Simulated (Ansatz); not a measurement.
# H started in the second kind of void in perovskite CsPbBr3, 11 atoms, charge −1

Wanted: the effect of changed settings on energy, forces, pressure and convergence.

Program: Ansatz 0.2.0, PAW, plane waves. These are calculated values, not measurements.

1 further run of the same task is left out (it didn't finish).

### 1 The system as built

11 atoms (2 Cs, 2 Pb, 6 Br, 1 H); a = 11.763 Å, b = 5.882 Å, c = 5.882 Å, α = 90.00°, β = 90.00°, γ = 90.00°. All atoms were shaken off their sites by about 0.10 Å along each axis. Defect site 1: (0.375, 0.250, 0.250).

### 2 PBEsol on the given atoms

File in.yaml:

```yaml
crystal:
  lattice:
    - [11.763330, 0.000000, 0.000000]
    - [0.000000, 5.881665, 0.000000]
    - [0.000000, 0.000000, 5.881665]
  atoms:
    - { symbol: Cs, position: [0.976290, 0.968644, 0.025703] }
    - { symbol: Cs, position: [0.504151, 0.026286, 0.996133] }
    - { symbol: Pb, position: [0.264553, 0.511553, 0.504034] }
    - { symbol: Pb, position: [0.745066, 0.515250, 0.502768] }
    - { symbol: Br, position: [0.244432, 0.504246, 0.022348] }
    - { symbol: Br, position: [0.762168, 0.496956, 0.992362] }
    - { symbol: Br, position: [0.000311, 0.473913, 0.522889] }
    - { symbol: Br, position: [0.493174, 0.483511, 0.523904] }
    - { symbol: Br, position: [0.267196, 0.010749, 0.489121] }
    - { symbol: Br, position: [0.749431, 0.978286, 0.511711] }
    - { symbol: H, position: [0.382715, 0.287315, 0.269753] }
kpoints:
  mp_grid: { grid: [2, 2, 2], shift: [0.5, 0.5, 0.5] }
hamiltonian:
  xc: pbesol
total_charge: -1
scf:
  occupations: { method: fermi_dirac, width: 0.01 }
output:
  forces: true
  eigenvalues: true
  populations: true
  charged_corrections: { epsilon: 20 }
```

Started as:

```sh
$ ansatz run in.yaml --threads 7 --pin off --max-ram 13300MiB --runs-dir r --events-out ev --progress --plain
```

### 3 Variant: k points 2×2×1, charge changed by 1

in.yaml, as its differences from that of step 2:

```diff
@@ -18,8 +18,8 @@
 kpoints:
-  mp_grid: { grid: [2, 2, 2], shift: [0.5, 0.5, 0.5] }
+  mp_grid: { grid: [2, 2, 1] }
 hamiltonian:
   xc: pbesol
-total_charge: -1
 scf:
   occupations: { method: fermi_dirac, width: 0.01 }
+  max_iter: 100
 output:
@@ -27,3 +27,2 @@
   eigenvalues: true
-  populations: true
-  charged_corrections: { epsilon: 20 }
+  stress: true
```

### 4 Variant: accuracy low, charge changed by 6, functional Hartree–Fock

in.yaml, as its differences from that of step 3:

```diff
@@ -1 +1,2 @@
+accuracy: low
 crystal:
@@ -18,8 +19,9 @@
 kpoints:
-  mp_grid: { grid: [2, 2, 1] }
+  mp_grid: { grid: [2, 2, 2], shift: [0.5, 0.5, 0.5] }
 hamiltonian:
-  xc: pbesol
+  xc: hf
+total_charge: 5
 scf:
   occupations: { method: fermi_dirac, width: 0.01 }
-  max_iter: 100
+  max_iter: 60
 output:
```

### 5 Changed settings: density cutoff ratio 8, mixing beta 0.2

in.yaml, as its differences from that of step 4:

```diff
@@ -1,2 +1 @@
-accuracy: low
 crystal:
@@ -20,8 +19,10 @@
   mp_grid: { grid: [2, 2, 2], shift: [0.5, 0.5, 0.5] }
+basis: { ecutrho_ratio: 8 }
 hamiltonian:
-  xc: hf
-total_charge: 5
+  xc: pbesol
+total_charge: -1
 scf:
   occupations: { method: fermi_dirac, width: 0.01 }
-  max_iter: 60
+  max_iter: 70
+  mixing: { beta: 0.2 }
 output:
```

### 6 Variant: smearing width 1.0 eV, mixer anderson

in.yaml, as its differences from that of step 5:

```diff
@@ -19,3 +19,2 @@
   mp_grid: { grid: [2, 2, 2], shift: [0.5, 0.5, 0.5] }
-basis: { ecutrho_ratio: 8 }
 hamiltonian:
@@ -24,5 +23,5 @@
 scf:
-  occupations: { method: fermi_dirac, width: 0.01 }
-  max_iter: 70
-  mixing: { beta: 0.2 }
+  occupations: { method: fermi_dirac, width: 1 }
+  max_iter: 60
+  mixing: { algorithm: anderson }
 output:
```

**Question.** What will these runs give? Wanted: for each run, settings; status; energy from base; forces from base.

As calculated:

| settings | status | cycles | time | energy from base (meV/atom) | forces from base (eV/Å rms) | filled to empty level on the mesh (eV) |
| --- | --- | --- | --- | --- | --- | --- |
| base | converged | 10 | 2.3 s (7 CPU threads) | 0 | 0 | 0.80 |
| k points 2×2×1, charge changed by 1 | converged | 32 | 2.2 s (7 CPU threads) | - | 0.510 | - |
| accuracy low, charge changed by 6, functional Hartree–Fock | converged, settings too loose | 117 | 1.8 min (7 CPU threads) | - | 1.175 | 4.11 |
| density cutoff ratio 8, mixing beta 0.2 | converged | 12 | 2.8 s (7 CPU threads) | 0.0 | 0.000 | 0.80 |
| smearing width 1.0 eV, mixer anderson | converged, settings too loose | 9 | 4.1 s (7 CPU threads) | +137.5 | 0.315 | - |

**What this shows.** Among these variants the forces move most with accuracy low, charge changed by 6, functional Hartree–Fock (1.175 eV/Å rms) and least with density cutoff ratio 8, mixing beta 0.2 (0.000).
